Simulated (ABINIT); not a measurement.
# ScAl3 (Pm-3m) in ABINIT: further runs

One crystal, ScAl3, is run at these levels: PBE+D3, LDA; tasks: equation of state, band structure.

All numbers are computed with ABINIT 10.8.3 (patched build); they aren't measurements. Logs are shortened: lines on timing, memory, paths and dates and some standing lists are left out, and cuts for length are marked. The log counts tension as positive stress, the text compression.

**What was measured.**

From “A Combined Experimental and First-Principles Based Assessment of Finite-Temperature Thermodynamic Properties of Intermetallic Al3Sc”, 2021, pmc:8067998, for a bulk crystal of ScAl3 at 298 K: bulk modulus 91.5 ± 1.1 GPa.

The results are compared with them further down.

**1. The crystal as given**

Symmetry: Pm-3m, No. 221, cubic system. The conventional cell has a = 4.088 Å, b = 4.088 Å, c = 4.088 Å, α = 90.00°, β = 90.00°, γ = 90.00°. Sc (site symmetry m-3m) is surrounded by 12 Al at 2.89 Å. Around Al (site symmetry 4/mmm) lie 4 Sc at 2.89 Å and 8 Al at 2.89 Å.

The cell is a database's computed one.

**2. Equation of state, PBE+D3**

File run.abi:

```
# Datasets: one volume each
ndtset 7
getwfk -1
scalecart1 3*0.9795861087
scalecart2 3*0.9864848297
scalecart3 3*0.9932883884
scalecart4 3*1.0000000000
scalecart5 3*1.0066227096
scalecart6 3*1.0131594038
scalecart7 3*1.0196128224

# Pseudopotentials
pp_dirpath "./"
pseudos "Sc.GGA_PBE-JTH.xml, Al.GGA_PBE-JTH.xml"

# Structure
acell 3*1.0 Angstrom
rprim
     4.0878065700     0.0000000000     0.0000000000
     0.0000000000     4.0878065700     0.0000000000
     0.0000000000     0.0000000000     4.0878065700
ntypat 2
znucl 21 13
natom 4
typat 1 2 2 2
xred
     0.0000000000     0.0000000000     0.0000000000
     0.5000000000     0.5000000000     0.0000000000
     0.0000000000     0.5000000000     0.5000000000
     0.5000000000     0.0000000000     0.5000000000

# Plane-wave basis
ecut 15.0
pawecutdg 30.0

# k points
kptopt 1
ngkpt 7 7 7
nshiftk 1
shiftk 0.0 0.0 0.0

# Exchange and correlation
ixc 11
vdw_xc 6

# Bands and occupations
nband 14
occopt 3
tsmear 0.05 eV

# SCF cycle
nstep 100
tolvrs 1.0e-9

# Output
iomode 3
prtwf 1
prtden 0
prteig 0
prtebands 0
enunit 2
```

Potentials or basis: JTH PAW PBE v2.0.

Command:

```
> abinit run.abi > log 2>&1
```

run.abo:

```text
.Version 10.8.3 of ABINIT
 DATASET    1 : space group Pm -3 m (#221); Bravais cP (primitive cubic)
================================================================================
 Values of the parameters that define the memory need for DATASET  1.
     intxc =       0    ionmov =       0      iscf =      17    lmnmax =      18
     lnmax =       6     mgfft =      30  mpssoang =       3    mqgrid =    3001
     natom =       4  nloc_mem =       2    nspden =       1   nspinor =       1
    nsppol =       1      nsym =      48    n1xccc =       1    ntypat =       2
    occopt =       3   xclevel =       2
       mpw =        1225          nfft =       27000          nkpt =          20
 PAW method is used; the additional fine FFT grid is defined by:
   mgfftf=        40    nfftf =     64000
================================================================================
================================================================================
[... 71 lines left out ...]
 DATASET    7 : space group Pm -3 m (#221); Bravais cP (primitive cubic)
================================================================================
 Values of the parameters that define the memory need for DATASET  7.
     intxc =       0    ionmov =       0      iscf =      17    lmnmax =      18
     lnmax =       6     mgfft =      30  mpssoang =       3    mqgrid =    3001
     natom =       4  nloc_mem =       2    nspden =       1   nspinor =       1
    nsppol =       1      nsym =      48    n1xccc =       1    ntypat =       2
    occopt =       3   xclevel =       2
       mpw =        1370          nfft =       27000          nkpt =          20
 PAW method is used; the additional fine FFT grid is defined by:
   mgfftf=        40    nfftf =     64000
================================================================================
================================================================================

--------------------------------------------------------------------------------
------------- Echo of variables that govern the present computation ------------
--------------------------------------------------------------------------------
 -outvars: echo values of preprocessed input variables --------
            acell      1.8897261259E+00  1.8897261259E+00  1.8897261259E+00 Bohr
              amu      4.49559100E+01  2.69815390E+01
             ecut      1.50000000E+01 Hartree
           enunit           2
           getwfk          -1
              ixc          11
           jdtset        1    2    3    4    5    6    7
         kptrlatt        7    0    0      0    7    0      0    0    7
          kptrlen1     5.29699865E+01
          kptrlen2     5.33430269E+01
          kptrlen3     5.37109215E+01
          kptrlen4     5.40738441E+01
          kptrlen5     5.44319595E+01
          kptrlen6     5.47854237E+01
          kptrlen7     5.51343848E+01
            natom           4
            nband          14
           ndtset           7
            ngfft          30      30      30
          ngfftdg          40      40      40
             nkpt          20
            nstep         100
             nsym          48
           ntypat           2
           occopt           3
        pawecutdg      3.00000000E+01 Hartree
         pawxcdev           0
           prtden           0
        prtebands           0
           prteig           0
            rprim1     4.0043585310E+00  0.0000000000E+00  0.0000000000E+00
                       0.0000000000E+00  4.0043585310E+00  0.0000000000E+00
                       0.0000000000E+00  0.0000000000E+00  4.0043585310E+00
            rprim2     4.0325591681E+00  0.0000000000E+00  0.0000000000E+00
                       0.0000000000E+00  4.0325591681E+00  0.0000000000E+00
                       0.0000000000E+00  0.0000000000E+00  4.0325591681E+00
            rprim3     4.0603708000E+00  0.0000000000E+00  0.0000000000E+00
                       0.0000000000E+00  4.0603708000E+00  0.0000000000E+00
                       0.0000000000E+00  0.0000000000E+00  4.0603708000E+00
            rprim4     4.0878065700E+00  0.0000000000E+00  0.0000000000E+00
                       0.0000000000E+00  4.0878065700E+00  0.0000000000E+00
                       0.0000000000E+00  0.0000000000E+00  4.0878065700E+00
            rprim5     4.1148789258E+00  0.0000000000E+00  0.0000000000E+00
                       0.0000000000E+00  4.1148789258E+00  0.0000000000E+00
                       0.0000000000E+00  0.0000000000E+00  4.1148789258E+00
            rprim6     4.1415996673E+00  0.0000000000E+00  0.0000000000E+00
                       0.0000000000E+00  4.1415996673E+00  0.0000000000E+00
                       0.0000000000E+00  0.0000000000E+00  4.1415996673E+00
            rprim7     4.1679799943E+00  0.0000000000E+00  0.0000000000E+00
                       0.0000000000E+00  4.1679799943E+00  0.0000000000E+00
                       0.0000000000E+00  0.0000000000E+00  4.1679799943E+00
          spgroup         221
           tolvrs      1.00000000E-09
           tsmear      1.83746611E-03 Hartree
            typat      1  2  2  2
           useylm           1
           vdw_xc           6
           xangst1     0.0000000000E+00  0.0000000000E+00  0.0000000000E+00
                       2.0021792655E+00  2.0021792655E+00  0.0000000000E+00
                       0.0000000000E+00  2.0021792655E+00  2.0021792655E+00
                       2.0021792655E+00  0.0000000000E+00  2.0021792655E+00
           xangst2     0.0000000000E+00  0.0000000000E+00  0.0000000000E+00
                       2.0162795840E+00  2.0162795840E+00  0.0000000000E+00
                       0.0000000000E+00  2.0162795840E+00  2.0162795840E+00
                       2.0162795840E+00  0.0000000000E+00  2.0162795840E+00
           xangst3     0.0000000000E+00  0.0000000000E+00  0.0000000000E+00
                       2.0301854000E+00  2.0301854000E+00  0.0000000000E+00
                       0.0000000000E+00  2.0301854000E+00  2.0301854000E+00
                       2.0301854000E+00  0.0000000000E+00  2.0301854000E+00
           xangst4     0.0000000000E+00  0.0000000000E+00  0.0000000000E+00
                       2.0439032850E+00  2.0439032850E+00  0.0000000000E+00
                       0.0000000000E+00  2.0439032850E+00  2.0439032850E+00
                       2.0439032850E+00  0.0000000000E+00  2.0439032850E+00
           xangst5     0.0000000000E+00  0.0000000000E+00  0.0000000000E+00
[... 24 lines left out ...]
                       3.8624174365E+00  3.8624174365E+00  0.0000000000E+00
                       0.0000000000E+00  3.8624174365E+00  3.8624174365E+00
                       3.8624174365E+00  0.0000000000E+00  3.8624174365E+00
            xcart5     0.0000000000E+00  0.0000000000E+00  0.0000000000E+00
                       3.8879971055E+00  3.8879971055E+00  0.0000000000E+00
                       0.0000000000E+00  3.8879971055E+00  3.8879971055E+00
                       3.8879971055E+00  0.0000000000E+00  3.8879971055E+00
            xcart6     0.0000000000E+00  0.0000000000E+00  0.0000000000E+00
                       3.9132445472E+00  3.9132445472E+00  0.0000000000E+00
                       0.0000000000E+00  3.9132445472E+00  3.9132445472E+00
                       3.9132445472E+00  0.0000000000E+00  3.9132445472E+00
            xcart7     0.0000000000E+00  0.0000000000E+00  0.0000000000E+00
                       3.9381703437E+00  3.9381703437E+00  0.0000000000E+00
                       0.0000000000E+00  3.9381703437E+00  3.9381703437E+00
                       3.9381703437E+00  0.0000000000E+00  3.9381703437E+00
             xred      0.0000000000E+00  0.0000000000E+00  0.0000000000E+00
                       5.0000000000E-01  5.0000000000E-01  0.0000000000E+00
                       0.0000000000E+00  5.0000000000E-01  5.0000000000E-01
                       5.0000000000E-01  0.0000000000E+00  5.0000000000E-01
            znucl       21.00000   13.00000

================================================================================

 chkinp: Checking input parameters for consistency, jdtset=   1.

 chkinp: Checking input parameters for consistency, jdtset=   2.
[... 46 lines left out ...]
 getcut: wavevector=  0.0000  0.0000  0.0000  ngfft=  40  40  40
         ecut(hartree)=     30.000   => boxcut(ratio)=   2.14389

--- Pseudopotential description ------------------------------------------------
- pspini: atom type   1  psp file is ./Sc.GGA_PBE-JTH.xml
 Pseudopotential format is: paw10
 basis_size (lnmax)=  6 (lmn_size= 18), orbitals=   0   0   1   1   2   2
 Spheres core radius: rc_sph= 2.41050872
 Shapefunction is BESSEL type: shapef(r,l)=aa(1,l)*jl(q(1,l)*r)+aa(2,l)*jl(q(2,l)*r)
 Radius for shape functions =  2.10063212
 Compensation charge density is not taken into account in XC energy/potential

- pspini: atom type   2  psp file is ./Al.GGA_PBE-JTH.xml
 Pseudopotential format is: paw10
 basis_size (lnmax)=  4 (lmn_size=  8), orbitals=   0   0   1   1
 Spheres core radius: rc_sph= 1.90363307
 Shapefunction is SIN type: shapef(r)=[sin(pi*r/rshp)/(pi*r/rshp)]**2
 Radius for shape functions =  1.60786206
 Compensation charge density is not taken into account in XC energy/potential

   9.45826179E+01                                ecore*ucvol(ha*bohr**3)
--------------------------------------------------------------------------------

[... 1439 lines left out ...]
-Cartesian components of stress tensor (GPa)         [Pressure= -5.9897E+00 GPa]
- sigma(1 1)=  5.98966511E+00  sigma(3 2)=  0.00000000E+00
- sigma(2 2)=  5.98966511E+00  sigma(3 1)=  0.00000000E+00
- sigma(3 3)=  5.98966511E+00  sigma(2 1)=  0.00000000E+00

== END DATASET(S) ==============================================================
================================================================================

 -outvars: echo values of variables after computation  --------
            acell      1.8897261259E+00  1.8897261259E+00  1.8897261259E+00 Bohr
           etotal1    -5.3439408439E+01
           etotal2    -5.3440454649E+01
           etotal3    -5.3440850182E+01
           etotal4    -5.3440651918E+01
           etotal5    -5.3439924927E+01
           etotal6    -5.3438712766E+01
           etotal7    -5.3437068384E+01
            fcart1    -0.0000000000E+00 -0.0000000000E+00 -0.0000000000E+00
                      -0.0000000000E+00 -0.0000000000E+00 -0.0000000000E+00
                      -0.0000000000E+00 -0.0000000000E+00 -0.0000000000E+00
                      -0.0000000000E+00 -0.0000000000E+00 -0.0000000000E+00
            fcart2    -0.0000000000E+00 -0.0000000000E+00 -0.0000000000E+00
                      -0.0000000000E+00 -0.0000000000E+00 -0.0000000000E+00
                      -0.0000000000E+00 -0.0000000000E+00 -0.0000000000E+00
                      -0.0000000000E+00 -0.0000000000E+00 -0.0000000000E+00
            fcart3    -0.0000000000E+00 -0.0000000000E+00 -0.0000000000E+00
                      -0.0000000000E+00 -0.0000000000E+00 -0.0000000000E+00
[... 66 lines left out ...]
                       2.0439032850E+00  2.0439032850E+00  0.0000000000E+00
                       0.0000000000E+00  2.0439032850E+00  2.0439032850E+00
                       2.0439032850E+00  0.0000000000E+00  2.0439032850E+00
           xangst5     0.0000000000E+00  0.0000000000E+00  0.0000000000E+00
                       2.0574394629E+00  2.0574394629E+00  0.0000000000E+00
                       0.0000000000E+00  2.0574394629E+00  2.0574394629E+00
                       2.0574394629E+00  0.0000000000E+00  2.0574394629E+00
           xangst6     0.0000000000E+00  0.0000000000E+00  0.0000000000E+00
                       2.0707998337E+00  2.0707998337E+00  0.0000000000E+00
                       0.0000000000E+00  2.0707998337E+00  2.0707998337E+00
                       2.0707998337E+00  0.0000000000E+00  2.0707998337E+00
           xangst7     0.0000000000E+00  0.0000000000E+00  0.0000000000E+00
                       2.0839899971E+00  2.0839899971E+00  0.0000000000E+00
                       0.0000000000E+00  2.0839899971E+00  2.0839899971E+00
                       2.0839899971E+00  0.0000000000E+00  2.0839899971E+00
             xred      0.0000000000E+00  0.0000000000E+00  0.0000000000E+00
                       5.0000000000E-01  5.0000000000E-01  0.0000000000E+00
                       0.0000000000E+00  5.0000000000E-01  5.0000000000E-01
                       5.0000000000E-01  0.0000000000E+00  5.0000000000E-01
 Calculation completed.
```

It took 76 s on 1 thread of Intel Xeon Platinum 8488C (Sapphire Rapids), shared host; peak memory 0.14 GiB.

What came out:

| Item | Value |
| --- | --- |
| Equilibrium volume | 16.79 Å³/atom |
| Bulk modulus | 91 GPa |
| Pressure derivative of the bulk modulus | 4.0 |

Energy against volume, from the lowest point:
| volume (Å³/atom) | energy (meV/atom) |
| --- | --- |
| 16.052 | 9.81 |
| 16.394 | 2.69 |
| 16.735 | 0.00 |
| 17.077 | 1.35 |
| 17.419 | 6.29 |
| 17.760 | 14.54 |
| 18.102 | 25.73 |

Caveat: pressures at fixed basis lie under the slope of the energies.

**3. Band structure, LDA**

File run.abi:

```
# Datasets: ground state, then fixed potential
ndtset 2

# Pseudopotentials
pp_dirpath "./"
pseudos "Sc.LDA_PW-JTH.xml, Al.LDA_PW-JTH.xml"

# Structure
acell 3*1.0 Angstrom
rprim
     4.0878065700     0.0000000000     0.0000000000
     0.0000000000     4.0878065700     0.0000000000
     0.0000000000     0.0000000000     4.0878065700
ntypat 2
znucl 21 13
natom 4
typat 1 2 2 2
xcart
     0.0000000000     0.0000000000     0.0000000000
     2.0439032850     2.0439032850     0.0000000000
     0.0000000000     2.0439032850     2.0439032850
     2.0439032850     0.0000000000     2.0439032850 Angstrom

# Plane-wave basis
ecut 20.0
pawecutdg 40.0

# Exchange and correlation
ixc 7

# Bands and occupations
occopt 3
tsmear 0.00183747

# SCF cycle
nstep 100

# Output
iomode 3
prtwf 0
prteig 0
prtebands 0
enunit 1
prtden1 1

# Dataset 1
kptopt1 1
ngkpt1 7 7 7
nshiftk1 1
shiftk1 0.0 0.0 0.0
nband1 14
tolvrs1 1.0e-9

# Dataset 2: bands along G-X-M-G-R-X
iscf2 -2
getden2 1
nband2 20
nbdbuf2 4
tolwfr2 1.0e-11
kptopt2 -5
ndivsm2 6
prteig2 1
prtvol2 -3
kptbounds2
     0.0000000000     0.0000000000     0.0000000000
     0.0000000000     0.5000000000     0.0000000000
     0.5000000000     0.5000000000     0.0000000000
     0.0000000000     0.0000000000     0.0000000000
     0.5000000000     0.5000000000     0.5000000000
     0.0000000000     0.5000000000     0.0000000000
```

Potentials or basis: JTH PAW LDA v2.0.

Command:

```
> abinit run.abi > log 2>&1
```

run.abo:

```text
.Version 10.8.3 of ABINIT
 DATASET    1 : space group Pm -3 m (#221); Bravais cP (primitive cubic)
================================================================================
 Values of the parameters that define the memory need for DATASET  1.
     intxc =       0    ionmov =       0      iscf =      17    lmnmax =      18
     lnmax =       6     mgfft =      32  mpssoang =       3    mqgrid =    3001
     natom =       4  nloc_mem =       2    nspden =       1   nspinor =       1
    nsppol =       1      nsym =      48    n1xccc =       1    ntypat =       2
    occopt =       3   xclevel =       1
       mpw =        1987          nfft =       32768          nkpt =          20
 PAW method is used; the additional fine FFT grid is defined by:
   mgfftf=        45    nfftf =     91125
================================================================================
================================================================================

 DATASET    2 : space group Pm -3 m (#221); Bravais cP (primitive cubic)
================================================================================
[... 861 lines left out ...]

 -outvars: echo values of variables after computation  --------
            acell      1.8897261259E+00  1.8897261259E+00  1.8897261259E+00 Bohr
           etotal1    -5.3549615459E+01
            fcart1    -0.0000000000E+00 -0.0000000000E+00 -0.0000000000E+00
                      -0.0000000000E+00 -0.0000000000E+00 -0.0000000000E+00
                      -0.0000000000E+00 -0.0000000000E+00 -0.0000000000E+00
                      -0.0000000000E+00 -0.0000000000E+00 -0.0000000000E+00
            rprim      4.0878065700E+00  0.0000000000E+00  0.0000000000E+00
                       0.0000000000E+00  4.0878065700E+00  0.0000000000E+00
                       0.0000000000E+00  0.0000000000E+00  4.0878065700E+00
           strten1     1.2802345686E-04  1.2802345686E-04  1.2802345686E-04
                       0.0000000000E+00  0.0000000000E+00  0.0000000000E+00
           xangst      0.0000000000E+00  0.0000000000E+00  0.0000000000E+00
                       2.0439032850E+00  2.0439032850E+00  0.0000000000E+00
                       0.0000000000E+00  2.0439032850E+00  2.0439032850E+00
                       2.0439032850E+00  0.0000000000E+00  2.0439032850E+00
             xred      0.0000000000E+00  0.0000000000E+00  0.0000000000E+00
                       5.0000000000E-01  5.0000000000E-01  0.0000000000E+00
                       0.0000000000E+00  5.0000000000E-01  5.0000000000E-01
                       5.0000000000E-01  0.0000000000E+00  5.0000000000E-01
 Calculation completed.
```

Run time: 37 s. Hardware: 1 thread of Intel Xeon Platinum 8488C (Sapphire Rapids), shared host; peak memory 0.1 GiB.

Results:

- Free energy: -1457.1593 eV
- Pressure: -3.8 GPa
- Band gap on the k mesh: none (metal or under the smearing width)
- Valence electrons inside the program's atomic spheres: Sc 9.35; Al 0.77

Levels at the corners of the path, in eV from the Fermi level:
```tsv
point	band 7	band 8	band 9	band 10	band 11	band 12	band 13	band 14
Γ	-2.54	-1.68	-1.68	-1.68	1.36	1.36	1.36	1.41
X	-1.61	-1.61	-1.38	0.86	1.13	1.13	1.51	1.69
M	-5.51	-4.23	-0.45	-0.45	1.33	1.45	2.11	2.51
Γ	-2.54	-1.68	-1.68	-1.68	1.36	1.36	1.36	1.41
R	-4.71	-4.32	-2.80	-2.80	-2.80	1.05	2.62	2.62
X	-1.61	-1.61	-1.38	0.86	1.13	1.13	1.51	1.69
```

**4. Comparison with measurements**

Step 2. Measured bulk modulus of ScAl3: 91.5 GPa (298 K; quoted in “A Combined Experimental and First-Principles Based Assessment of Finite-Temperature Thermodynamic Properties of Intermetallic Al3Sc”, 2021, pmc:8067998). This calculation gives 91 GPa (-0.5 %). The fit is for a static lattice scaled at fixed shape and fixed fractional positions.
